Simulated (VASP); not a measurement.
# NaCl (Fm-3m) in VASP: further runs

The runs below take NaCl through relaxation of cell and atoms, relaxation of the atoms, with PBE+D3(BJ).

Everything below comes from runs of VASP 6.6.1. Logs are shortened: lines on timing, memory, paths and dates and some standing lists are left out, and cuts for length are marked.

## 1. Starting point

The structure is cubic, space group Fm-3m (No. 225). The conventional cell has a = 5.583 Å, b = 5.583 Å, c = 5.583 Å, α = 90.00°, β = 90.00°, γ = 90.00°. Na (site symmetry m-3m) is surrounded by 6 Cl at 2.79 Å. Cl (site symmetry m-3m) is surrounded by 6 Na at 2.79 Å.

## 2. Relaxation of cell and atoms, PBE+D3(BJ)

INCAR reads:

```
  PREC = Accurate
  ENCUT = 600
  EDIFF = 1E-7
  ISMEAR = 0
  SIGMA = 0.03
  LREAL = False
  LASPH = True
  NELM = 80
  ALGO = Normal
  ISIF = 3
  LWAVE = False
  LCHARG = False
  GGA = PE
  IVDW = 12
  IBRION = 2
  NSW = 90
  EDIFFG = -0.005
```

KPOINTS reads:

```
Automatic mesh
0
Gamma
  8 8 8
```

POSCAR reads:

```
NaCl                                    
1.0
    0.0000000000      2.7917059166      2.7917059166
    2.7917059166     -0.0000000000      2.7917059166
    2.7917059166      2.7917059166      0.0000000000
  Na              Cl            
     1     1
Direct
     0.0000000000000000    0.0000000000000000    0.0000000000000000
     0.5000000000000000    0.5000000000000000    0.5000000000000000
```

Potentials or basis: VASP PAW PBE potentials, release 64 (Na_pv, Cl).

Started as:

```sh
$ cat potpaw_PBE.64/Na_pv/POTCAR potpaw_PBE.64/Cl/POTCAR > POTCAR
$ mpirun -np 1 vasp_std > vasp.out
```

OUTCAR:

```text
PREC = Accurate
   ENCUT = 600
   EDIFF = 1E-7
   ISMEAR = 0
   LREAL = False
   LASPH = True
   NELM = 80
   ISIF = 3
   GGA = PE
   IVDW = 12
   IBRION = 2
   NSW = 90
   EDIFFG = -0.005
 IVDW          = 12

 ion  position               nearest neighbor table
   1  0.000  0.000  0.000-
   2  0.500  0.500  0.500-

  LATTYP: Found a face centered cubic cell.
 ALAT       =     5.5834118332

  Lattice vectors:

 A1 = (   0.0000000000,   2.7917059166,   2.7917059166)
 A2 = (   2.7917059166,   0.0000000000,   2.7917059166)
 A3 = (   2.7917059166,   2.7917059166,   0.0000000000)

Analysis of symmetry for initial positions (statically):
=====================================================================
 Subroutine PRICEL returns:
 Original cell was already a primitive cell.

 Routine SETGRP: Setting up the symmetry group for a
 face centered cubic supercell.

 Subroutine GETGRP returns: Found 48 space group operations
 (whereof 48 operations were pure point group operations)
 out of a pool of 48 trial point group operations.

The static configuration has the point symmetry O_h .

Analysis of symmetry for dynamics (positions and initial velocities):
=====================================================================
 Subroutine PRICEL returns:
 Original cell was already a primitive cell.

 Routine SETGRP: Setting up the symmetry group for a
 face centered cubic supercell.

 Subroutine GETGRP returns: Found 48 space group operations
 (whereof 48 operations were pure point group operations)
 out of a pool of 48 trial point group operations.

The dynamic configuration has the point symmetry O_h .

 Subroutine INISYM returns: Found 48 space group operations
 (whereof 48 operations are pure point group operations),
 and found     1 'primitive' translations

----------------------------------------------------------------------------------------

                                     Primitive cell

  volume of cell :      43.5150

  direct lattice vectors                    reciprocal lattice vectors
     0.000000000  2.791705917  2.791705917    -0.179101959  0.179101959  0.179101959
     2.791705917  0.000000000  2.791705917     0.179101959 -0.179101959  0.179101959
     2.791705917  2.791705917  0.000000000     0.179101959  0.179101959 -0.179101959

  length of vectors
     3.948068369  3.948068369  3.948068369     0.310213694  0.310213694  0.310213694

  position of ions in fractional coordinates (direct lattice)
     0.000000000  0.000000000  0.000000000
     0.500000000  0.500000000  0.500000000

  ion indices of the primitive-cell ions
   primitive index   ion index
                 1           1
                 2           2

----------------------------------------------------------------------------------------

 KPOINTS: Automatic mesh

Automatic generation of k-mesh.
 Grid dimensions read from file:
 generate k-points for:    8    8    8

 Generating k-lattice:

  Cartesian coordinates                     Fractional coordinates (reciprocal lattice)
    -0.022387745  0.022387745  0.022387745     0.125000000  0.000000000  0.000000000
     0.022387745 -0.022387745  0.022387745     0.000000000  0.125000000  0.000000000
     0.022387745  0.022387745 -0.022387745     0.000000000  0.000000000  0.125000000

  Length of vectors
     0.038776712  0.038776712  0.038776712

  Shift w.r.t. Gamma in fractional coordinates (k-lattice)
     0.000000000  0.000000000  0.000000000

 Subroutine IBZKPT returns following result:
 ===========================================

 Found     29 irreducible k-points:

 Following reciprocal coordinates:
            Coordinates               Weight
  0.000000  0.000000  0.000000      1.000000
  0.125000  0.000000  0.000000      8.000000
  0.250000  0.000000  0.000000      8.000000
  0.375000  0.000000  0.000000      8.000000
  0.500000  0.000000  0.000000      4.000000
  0.125000  0.125000  0.000000      6.000000
[... 16 lines left out ...]
  0.500000  0.250000  0.125000     48.000000
 -0.375000  0.250000  0.125000     24.000000
 [... further k-points ...]
   k-points           NKPTS =     29   k-points in BZ     NKDIM =     29   number of bands    NBANDS=     11
   number of dos      NEDOS =    301   number of ions     NIONS =      2
   total plane-waves  NPLWV =  32768
   dimension x,y,z NGX =    32 NGY =   32 NGZ =   32
   dimension x,y,z NGXF=    64 NGYF=   64 NGZF=   64
   ions per type =               1   1
   NGX,Y,Z   is equivalent  to a cutoff of  13.47, 13.47, 13.47 a.u.
   NGXF,Y,Z  is equivalent  to a cutoff of  26.95, 26.95, 26.95 a.u.
 SYSTEM =  unknown system
   PREC   = accura    normal or accurate (medium, high low for compatibility)
   ISTART =      0    job   : 0-new  1-cont  2-samecut
   ICHARG =      2    charge: 1-file 2-atom 10-const
   ISPIN  =      1    spin polarized calculation?
   LNONCOLLINEAR =      F non collinear calculations
   LSORBIT =      F    spin-orbit coupling
   LASPH  =      T    aspherical Exc in radial PAW
   ENCUT  =  600.0 eV  44.10 Ry    6.64 a.u.   7.89  7.89  7.89*2*pi/ulx,y,z
   NELM   =     80;   NELMIN=  2; NELMDL= -5     # of ELM steps
   EDIFF  = 0.1E-06   stopping-criterion for ELM
   LREAL  =      F    real-space projection
   EDIFFG = -.5E-02   stopping-criterion for IOM
   NSW    =     90    number of steps for IOM
   IBRION =      2    ionic relax: 0-MD 1-quasi-New 2-CG
   NFREE  =      1    steps in history (QN), initial steepest desc. (CG)
   ISIF   =      3    stress and relaxation
   ISYM   =      2    0-nonsym 1-usesym 2-fastsym
   POTIM  = 0.5000    time-step for ionic-motion
   TEBEG  =    0.0;   TEEND  =   0.0 temperature during run
   PSTRESS=    0.0 pullay stress
   NELECT =      14.0000    total number of electrons
   NUPDOWN=      -1.0000    fix difference up-down
   EMIN   =  10.00;   EMAX   =-10.00  energy-range for DOS
   EFERMI =   0.00;   METHOD = LEGACY
   ISMEAR =     0;   SIGMA  =   0.03  broadening in eV -4-tet -1-fermi 0-gaus
   EFERMI_NEDOS =   21; number of points for ismear=-14 and -15
   IALGO  =     38    algorithm
   IMIX   =      4    mixing-type and parameters
     AMIX     =   0.40;   BMIX     =  1.00
     AMIX_MAG =   1.60;   BMIX_MAG =  1.00
  volume/ion in A,a.u.               =      21.76       146.83
  Fermi-wavevector in a.u.,A,eV,Ry     =   1.121772  2.119841 17.121189  1.258372
  Thomas-Fermi vector in A             =   2.258427
   LORBIT       =      0    0 simple, 1 ext, 2 COOP (PROOUT), +10 PAW based schemes
   GGA     = PE    functional components
   LHFCALC =     F    Hartree Fock is set to
   AEXX    =    0.0000 exact exchange contribution
   IVDW    =    12    specifies the selected vdW correction
   LEPSILON=     F    determine dielectric tensor
   LRPA    =     F    only Hartree local field effects (RPA)
 conjugate gradient relaxation of ions
 non-spin polarized calculation
 Gauss-broadening in eV      SIGMA  =   0.03
  energy-cutoff  :      600.00
  volume of cell :       43.52
 maximum number of plane-waves:      1475
   NGX = 15   NGY = 15   NGZ = 15

--------------------------------------- Ionic step        1  -------------------------------------------

 number of electron      14.0000010 magnetization

 Free energy of the ion-electron system (eV)
  ---------------------------------------------------
  ext. energy  EPLUGINS =         0.00000000
  ---------------------------------------------------
  free energy    TOTEN  =        -6.76501774 eV

  energy without entropy =       -6.76501774  energy(sigma->0) =       -6.76501774

------------------------ aborting loop because EDIFF is reached ----------------------------------------

 Edisp (eV)   -0.44274

 E8    (eV) :    -0.1851

  FORCE on cell =-STRESS in cart. coord.  units (eV):
  Direction    XX          YY          ZZ          XY          YZ          ZX
  --------------------------------------------------------------------------------------
  -------------------------------------------------------------------------------------
  Total      -0.01772    -0.01772    -0.01772     0.00000    -0.00000     0.00000
  in kB      -0.65243    -0.65243    -0.65243     0.00000    -0.00000     0.00000
  external pressure =       -0.65 kB  Pullay stress =        0.00 kB

 VOLUME and BASIS-vectors are now :
 -----------------------------------------------------------------------------
  energy-cutoff  :      600.00
  volume of cell :       43.52
      direct lattice vectors                 reciprocal lattice vectors
     0.000000000  2.791705917  2.791705917    -0.179101959  0.179101959  0.179101959
     2.791705917  0.000000000  2.791705917     0.179101959 -0.179101959  0.179101959
     2.791705917  2.791705917  0.000000000     0.179101959  0.179101959 -0.179101959

 POSITION                                       TOTAL-FORCE (eV/Angst)
 -----------------------------------------------------------------------------------
      0.00000      0.00000      0.00000         0.000000     -0.000000      0.000000
      2.79171      2.79171      2.79171        -0.000000      0.000000     -0.000000
 -----------------------------------------------------------------------------------
    total drift:                                0.000000     -0.000000     -0.000000

  FREE ENERGIE OF THE ION-ELECTRON SYSTEM (eV)
  ---------------------------------------------------
  free  energy   TOTEN  =        -7.2077584720 eV

  energy  without entropy=       -7.2077584720  energy(sigma->0) =       -7.20775847

--------------------------------------- Ionic step        2  -------------------------------------------

 number of electron      14.0000010 magnetization

 Free energy of the ion-electron system (eV)
  ---------------------------------------------------
  ext. energy  EPLUGINS =         0.00000000
  ---------------------------------------------------
  free energy    TOTEN  =        -6.76444148 eV

  energy without entropy =       -6.76444148  energy(sigma->0) =       -6.76444148

 E-fermi :  -0.3702     XC(G=0):  -8.3017

 val. band max:       -0.5457118092   @ k =   0.0000   0.0000   0.0000
 cond. band min:       4.6865182486   @ k =   0.0000   0.0000   0.0000
 fundamental gap:      5.2322300579
 Fermi energy:        -0.3701551371

 k-point     1 :       0.0000    0.0000    0.0000
  band No.  band energies     occupation
      1     -21.3046      2.00000
      2     -21.3046      2.00000
      3     -21.3046      2.00000
      4     -13.2770      2.00000
      5      -0.5457      2.00000
      6      -0.5457      2.00000
      7      -0.5457      2.00000
      8       4.6865      0.00000
      9      10.6063      0.00000
     10      10.6063      0.00000
     11      10.6063      0.00000

 k-point     2 :       0.1250    0.0000    0.0000
  band No.  band energies     occupation
      1     -21.3096      2.00000
      2     -21.3049      2.00000
      3     -21.3049      2.00000
      4     -13.2256      2.00000
      5      -0.9322      2.00000
      6      -0.5893      2.00000
      7      -0.5893      2.00000
      8       5.1950      0.00000
      9      10.0695      0.00000
     10      10.8067      0.00000
     11      10.8067      0.00000
[... 295 lines left out ...]
 k-point    24 :      -0.3750    0.2500    0.1250
  band No.  band energies     occupation
      1     -21.3317      2.00000
      2     -21.3138      2.00000
      3     -21.3095      2.00000
      4     -12.8728      2.00000
      5      -2.2796      2.00000
      6      -1.3501      2.00000
      7      -0.9816      2.00000
      8       7.8659      0.00000
      9       9.1305      0.00000
     10       9.8491      0.00000
     11      11.3039      0.00000

 [... further k-points ...]

------------------------ aborting loop because EDIFF is reached ----------------------------------------

 Edisp (eV)   -0.44333

 E8    (eV) :    -0.1854

  FORCE on cell =-STRESS in cart. coord.  units (eV):
  Direction    XX          YY          ZZ          XY          YZ          ZX
  --------------------------------------------------------------------------------------
  -------------------------------------------------------------------------------------
  Total      -0.00600    -0.00600    -0.00600     0.00000    -0.00000     0.00000
  in kB      -0.22124    -0.22124    -0.22124     0.00000    -0.00000     0.00000
  external pressure =       -0.22 kB  Pullay stress =        0.00 kB

 VOLUME and BASIS-vectors are now :
 -----------------------------------------------------------------------------
  energy-cutoff  :      600.00
  volume of cell :       43.46
      direct lattice vectors                 reciprocal lattice vectors
     0.000000000  2.790512654  2.790512654    -0.179178546  0.179178546  0.179178546
     2.790512654  0.000000000  2.790512654     0.179178546 -0.179178546  0.179178546
     2.790512654  2.790512654  0.000000000     0.179178546  0.179178546 -0.179178546

 POSITION                                       TOTAL-FORCE (eV/Angst)
 -----------------------------------------------------------------------------------
      2.79051      5.58103      2.79051         0.000000      0.000000      0.000000
      2.79051      2.79051      2.79051        -0.000000     -0.000000     -0.000000
 -----------------------------------------------------------------------------------
    total drift:                               -0.000000     -0.000000      0.000000

  FREE ENERGIE OF THE ION-ELECTRON SYSTEM (eV)
  ---------------------------------------------------
  free  energy   TOTEN  =        -7.2077752266 eV

  energy  without entropy=       -7.2077752266  energy(sigma->0) =       -7.20777523

 reached required accuracy - stopping structural energy minimisation
```

It took 8.7 s on 1 thread of Intel Xeon 6975P-C (Granite Rapids), shared host; peak memory 0.18 GiB.

What came out:

* Free energy: -7.2078 eV
* Relaxed volume: 21.73 Å³/atom
* Relaxed cell: a = 3.946 Å, b = 3.946 Å, c = 3.946 Å, α = 60.00°, β = 60.00°, γ = 60.00°
* Space group after relaxing (to 0.05 Å): Fm-3m (No. 225)
* Energy gained by relaxing: 0.0 meV/atom
* Ionic steps: 2
* Pressure after relaxing: 0.0 GPa
* Band gap on the k mesh: 5.23 eV, direct
* Dispersion energy per atom: -0.222 eV

Final structure:
```
Na Cl
1.0
     0.00000    2.79051    2.79051
     2.79051    0.00000    2.79051
     2.79051    2.79051    0.00000
Na Cl
1 1
Direct
  0.00000 0.00000 0.00000
  0.50000 0.50000 0.50000
```

Levels at points of the mesh, in eV from the valence-band top:
```csv
k point,band 5,band 6,band 7,band 8,band 9,band 10
"(0.00, 0.00, 0.00)",0.00,0.00,0.00,5.23,11.15,11.15
"(0.50, 0.00, 0.00)",-2.02,-0.28,-0.28,7.33,10.89,11.05
"(0.50, 0.50, 0.00)",-1.74,-0.63,-0.63,7.63,8.05,11.55
```

## 3. Relaxation of the atoms, PBE+D3(BJ) (a relaxed cell with its volume scaled by 0.94)

Edit INCAR of step 2 so:

```diff
@@ -9,3 +9,3 @@
   ALGO = Normal
-  ISIF = 3
+  ISIF = 2
   LWAVE = False
@@ -15,3 +15,3 @@
   IBRION = 2
-  NSW = 90
-  EDIFFG = -0.005
+  NSW = 40
+  EDIFFG = -0.01
```

KPOINTS is that of step 2.

POSCAR reads:

```
NaCl                                    
1.0
    0.0000000000      2.7335474322      2.7335474322
    2.7335474322      0.0000000000      2.7335474322
    2.7335474322      2.7335474322      0.0000000000
  Na              Cl            
     1     1
Direct
     1.0000000000000000    0.0000000000000000    1.0000000000000000
     0.5000000000000000    0.5000000000000000    0.5000000000000000
```

Potentials or basis: VASP PAW PBE potentials, release 64 (Na_pv, Cl).

Started as:

```sh
$ cat potpaw_PBE.64/Na_pv/POTCAR potpaw_PBE.64/Cl/POTCAR > POTCAR
$ mpirun -np 1 vasp_std > vasp.out
```

Run time: 6.2 s. Hardware: 1 thread of Intel Xeon 6975P-C (Granite Rapids), shared host; peak memory 0.18 GiB.

Results (log left out):

```
Free energy                : -7.1928 eV
Pressure after relaxing    : 2.0 GPa
Band gap on the k mesh     : 5.49 eV, direct
Dispersion energy per atom : -0.236 eV
```

Final structure:
```
CELL_PARAMETERS angstrom
0.00000 2.73355 2.73355
2.73355 0.00000 2.73355
2.73355 2.73355 0.00000
ATOMIC_POSITIONS crystal
Na 0.00000 0.00000 0.00000
Cl 0.50000 0.50000 0.50000
```

Levels at points of the mesh, in eV from the valence-band top:
```tsv
k point	band 3	band 4	band 5	band 6	band 7	band 8	band 9	band 10	band 11
(0.00, 0.00, 0.00)	-20.66	-12.89	0.00	0.00	0.00	5.49	11.20	11.20	11.20
(0.50, 0.00, 0.00)	-20.66	-12.44	-2.22	-0.32	-0.32	7.43	11.19	11.19	11.41
(0.50, 0.50, 0.00)	-20.67	-12.39	-1.92	-0.69	-0.69	7.81	7.98	12.01	15.62
```

Caveat: the relaxation stopped at its first step, so nothing moved.

## 4. Relaxation of the atoms, PBE+D3(BJ) (a relaxed cell with its volume scaled by 0.96)

INCAR is that of step 3.

KPOINTS is that of step 3.

POSCAR reads:

```
NaCl                                    
1.0
    0.0000000000      2.7527984005      2.7527984005
    2.7527984005      0.0000000000      2.7527984005
    2.7527984005      2.7527984005      0.0000000000
  Na              Cl            
     1     1
Direct
     1.0000000000000000    0.0000000000000000    1.0000000000000000
     0.5000000000000000    0.5000000000000000    0.5000000000000000
```

Started as:

```sh
$ cat potpaw_PBE.64/Na_pv/POTCAR potpaw_PBE.64/Cl/POTCAR > POTCAR
$ mpirun -np 1 vasp_std > vasp.out
```

Wall time 5.9 s (1 thread of Intel Xeon 6975P-C (Granite Rapids), shared host); peak memory 0.18 GiB.

Results (log left out):

* Free energy: -7.2014 eV
* Pressure after relaxing: 1.2 GPa
* Band gap on the k mesh: 5.40 eV, direct
* Dispersion energy per atom: -0.231 eV

Final structure:
```
Na Cl
1.0
     0.00000    2.75280    2.75280
     2.75280    0.00000    2.75280
     2.75280    2.75280    0.00000
Na Cl
1 1
Direct
  0.00000 0.00000 0.00000
  0.50000 0.50000 0.50000
```

Levels at points of the mesh, in eV from the valence-band top:
```
           k point  band 5  band 6  band 7  band 8  band 9  band 10
(0.00, 0.00, 0.00)    0.00    0.00    0.00    5.40   11.19    11.19
(0.50, 0.00, 0.00)   -2.15   -0.31   -0.31    7.40   11.15    11.15
(0.50, 0.50, 0.00)   -1.86   -0.67   -0.67    7.75    8.01    11.85
```

Caveat: the relaxation stopped at its first step, so nothing moved.

(Continued in part 2 of 2.)
